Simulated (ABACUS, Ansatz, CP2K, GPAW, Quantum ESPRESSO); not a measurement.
The equilibrium volume of Ag, sorted by core time

```yaml
crystal:
  lattice:
    - [0.00000, 2.04275, 2.04275]
    - [2.04275, 0.00000, 2.04275]
    - [2.04275, 2.04275, 0.00000]
  atoms:
    - { symbol: Ag, position: [0.00000, 0.00000, 0.00000] }
```

| rung | level | program and potentials | cutoff (eV) | k mesh | smearing | task | spin | core time | chip | equilibrium volume (Å³/atom) | miss | notes |
| --- | --- | --- | --- | --- | --- | --- | --- | --- | --- | --- | --- | --- |
| GGA + dispersion | PBE+D3(BJ)+ATM | Ansatz, Ansatz PAW | 420 | 11 × 11 × 11 | fermi-dirac 0.05 | relaxation of cell and atoms | off | 6.9 s | Arm Neoverse N1 | 17.03 | -0.1 % | 19 valence electrons an atom on average |
| GGA + dispersion | PBE+D4 | Ansatz, Ansatz PAW | 420 | 11 × 11 × 11 | fermi-dirac 0.05 | relaxation of cell and atoms | off | 7 s | Arm Neoverse N1 | 16.96 | -0.5 % | 19 valence electrons an atom on average |
| GGA + dispersion | PBE+D3(BJ) | Ansatz, all-electron LAPW, scalar-relativistic | - | 11 × 11 × 11 | fermi-dirac 0.05 | relaxation of cell and atoms | off | 12 s | Intel Xeon Platinum 8488C Sapphire Rapids | 16.85 | -1.2 % | - |
| GGA | RPBE | Ansatz, all-electron LAPW, scalar-relativistic | - | 11 × 11 × 11 | fermi-dirac 0.05 | relaxation of cell and atoms | off | 17 s | Arm Neoverse V1 | 18.66 | +9.4 % | - |
| GGA | BLYP | ABACUS, PseudoDojo NC SR 0.5 PBE stringent, plane waves | 1116 | 9 × 9 × 9 | fermi-dirac 0.05 | relaxation of cell and atoms | off | 17 s | Intel Xeon 6975P-C Granite Rapids | 18.97 | +11.3 % | potentials made for PBE; 19 valence electrons an atom on average; far from this level's other runs, cause not traced |
| GGA | PBEsol | Ansatz, PseudoDojo stringent | 1116 | 11 × 11 × 11 | fermi-dirac 0.05 | equation of state | off | 22 s | Arm Neoverse V2 | 16.61 | -2.6 % | potentials made for PBE |
| non-local van der Waals functional | revPBE+rVV10 | Quantum ESPRESSO, PseudoDojo 0.4.1 SR PBE standard | 1116 | 11 × 11 × 11 | fermi-dirac 0.05 | relaxation of cell and atoms | off | 31 s | AMD EPYC 9B14 Zen 4 | 17.37 | +1.9 % | potentials made for PBE; 19 valence electrons an atom on average |
| GGA | PBE | Quantum ESPRESSO, GBRV 1.5 PBE | 612 | 11 × 11 × 11 | fermi-dirac 0.05 | equation of state | off | 46 s | Arm Neoverse V2 | 17.83 | +4.6 % | - |
| non-local van der Waals functional | C09-vdW | GPAW, GPAW PAW data sets (gpaw-data 1.2.1) | 600 | 11 × 11 × 11 | fermi-dirac 0.05 | equation of state | off | 65 s | Intel Xeon Platinum 8488C Sapphire Rapids | 17.12 | +0.4 % | potentials made for PBE |
| GGA | PBE | GPAW, SG15 ONCV 1.2 | 1100 | 11 × 11 × 11 | fermi-dirac 0.05 | equation of state | off | 2.2 min | Intel Xeon Platinum 8488C Sapphire Rapids | (a) | ? | - |
| GGA + dispersion | OLYP+D4 | Quantum ESPRESSO, PseudoDojo 0.4.1 SR PBE standard | 1116 | 11 × 11 × 11 | fermi-dirac 0.05 | equation of state | off | 4 min | Arm Neoverse V1 | 16.14 | -5.3 % | potentials made for PBE |
| GGA + dispersion | revPBE+D3(BJ) | Ansatz, all-electron LAPW, relativistic spinors | - | 8 × 8 × 8 | fermi-dirac 0.01 | equation of state | SOC, no magnetisation | 4.2 min | Intel Xeon Platinum 8375C Ice Lake | (b) | ? | - |
| GGA + dispersion | revPBE+D4 | CP2K, POTENTIAL_UZH Ag GTH-PBE-q11; TZVP-MOLOPT-PBE-GTH basis | - | 11 × 11 × 11 | fermi-dirac 0.05 | relaxation of cell and atoms | off | 9.2 min | Intel Xeon Platinum 8375C Ice Lake | 16.68 | -2.2 % | atomic basis; potentials made for PBE; 11 valence electrons an atom on average |

Times are single runs on shared hosts and different chips, so they are rough; meshes, cutoffs and the tasks' sizes weigh on the time. Smearing widths are in eV. For a metal such meshes aren't converged. Meshes differ between rows, which moves values too. Meshes are those of the run's cell of 1 atom unless a note names another. Relaxations start from the cell shown or near it and stop with a little pressure left. Misses use the values as printed. Runs on faulty files, with rough fits or with known faults for this quantity aren't shown.

Measured: 17.05 Å³/atom at 293.15 K (a printed reference work). The runs are for a static lattice.

Q: Estimate the values left out from the other rows.

A: (a) 17.85 Å³/atom, miss +4.7 %; (b) 16.60 Å³/atom, miss -2.6 %.
